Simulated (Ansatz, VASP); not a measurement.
**Ga in VASP and in Ansatz**

File INCAR:

```
SYSTEM = Ga
PREC     = Accurate       ! precision mode
ENCUT    = 520            ! plane-wave cutoff, eV
EDIFF    = 1E-7           ! SCF threshold, eV
ISMEAR   = -1             ! smearing method
SIGMA    = 0.03           ! smearing width, eV
LREAL    = .False.        ! projectors in reciprocal space
LASPH    = .True.         ! aspherical terms in the spheres
NELM     = 60             ! most SCF steps
ALGO     = Normal         ! electronic algorithm
ISIF     = 2              ! what is computed and relaxed
LWAVE    = .False.        ! write WAVECAR
LCHARG   = .False.        ! write CHGCAR
GGA      = PS             ! functional
NBANDS   = 12             ! bands
```

KPOINTS

```
Automatic mesh
0
Gamma
  16 16 16
  0 0 0
```

POSCAR

```
Ga
1.0
   -1.3945768973      1.3945768973      2.2140398177
    1.3945768973     -1.3945768973      2.2140398177
    1.3945768973      1.3945768973     -2.2140398177
Ga
1
Direct
    0.0000000000      0.0000000000      0.0000000000
```

Input for Ansatz:

```yaml
crystal:
  lattice:
    - [-1.3945768973, 1.3945768973, 2.2140398177]
    - [1.3945768973, -1.3945768973, 2.2140398177]
    - [1.3945768973, 1.3945768973, -2.2140398177]
  atoms:
    - { symbol: Ga, position: [0.0, 0.0, 0.0] }
kpoints:
  mp_grid: { grid: [16, 16, 16] }
  band_path:
    path:
      - [0.0, 0.0, 0.0]
      - [0.0, 0.0, 0.5]
      - [0.25, 0.25, 0.25]
      - [0.0, 0.5, 0.0]
      - [0.0, 0.0, 0.0]
      - [0.5, 0.5, -0.5]
      - [0.3491868475, 0.6508131525, -0.3491868475]
      - [-0.3491868475, 0.3491868475, 0.3491868475]
      - [0.0, 0.0, 0.0]
    npoints: 5
scf:
  occupations: { method: fermi_dirac, width: 0.03 }
hamiltonian:
  xc: pbesol
  pseudopotentials: { kind: all_electron, lapw: { basis_error: 0.001 } }
output:
  forces: true
  stress: true
  eigenvalues: true
```

Change from the starting cell: volume scaled by 0.98.

Alike in both runs: task single point; functional PBEsol; k mesh 16 × 16 × 16; occupations fermi-dirac, width 0.03 eV; no spin polarisation.

|  | VASP | Ansatz |
| --- | --- | --- |
| version | VASP 6.6.1 | Ansatz 0.2.0 |
| potentials or method | VASP PAW PBE potentials, release 64 (Ga_d) | all-electron LAPW, scalar-relativistic |
| plane-wave cutoff (eV) | 520 | see its input |

Ansatz gave:

| Property | Result |
| --- | --- |
| pressure (GPa) | 2.0 |
| largest component of the traceless stress (GPa) | 0.63 |

Question: What did VASP give for the same quantities?

Answer: Pressure (GPa): 2.0; largest component of the traceless stress (GPa): 0.64.

Ansatz ran all-electron here, so the differences hold the error of VASP's frozen core and of both bases.

Caveats: the PAW data sets were made with another functional, which shifts forces and pressure a little (VASP).
